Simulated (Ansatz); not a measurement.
## C under changes of volume

One of the cells (31.524 Å³/atom); the others are scaled copies at fixed shape and fractional positions:

```
C
1.0
     2.45623    0.00000    0.00000
    -1.22811    2.12716    0.00000
     0.00000    0.00000   24.13396
C
4
Direct
  0.66667 0.33333 0.57048
  0.33333 0.66667 0.42952
  0.00000 0.00000 0.42953
  0.00000 0.00000 0.57047
```

```yaml
Program: Ansatz 0.2.0
Functional: r2SCAN
Potentials_or_basis: Ansatz PAW
Cutoff: "500 eV (not typed: the program's choice for these potentials)"
k_mesh: 12 × 12 × 2
Occupations: fermi-dirac, width 0.05 eV
Spin: no spin polarisation
```

```tsv
volume (Å³/atom)	energy over the lowest point (meV/atom)	largest force (eV/Å)
29.632	31.02	0.029
30.263	13.37	0.025
30.893	3.24	0.021
31.524	0.00	0.018
32.154	3.04	0.015
32.785	?	?
33.415	25.80	0.010
```

Task: What does the run at 32.785 Å³/atom give?

Result: Energy over the lowest point 11.80 meV/atom; largest force 0.012 eV/Å.

Worked out: A Birch-Murnaghan fit of order 3 (a polynomial in V^(-2/3)) to the other rows has its minimum at 31.52 Å³/atom with B0 = V·E''(V) = 80 GPa and B' = 3.5 at fixed shape and positions, which overstates the stiffness. It gives 11.81 meV/atom at 32.785 Å³/atom, against the run's 11.80.

Energies are extrapolated to zero smearing.

Caveats: the PAW data sets come from PBE, with cores solved anew for the run's functional, which leaves a small shift of forces and pressure.
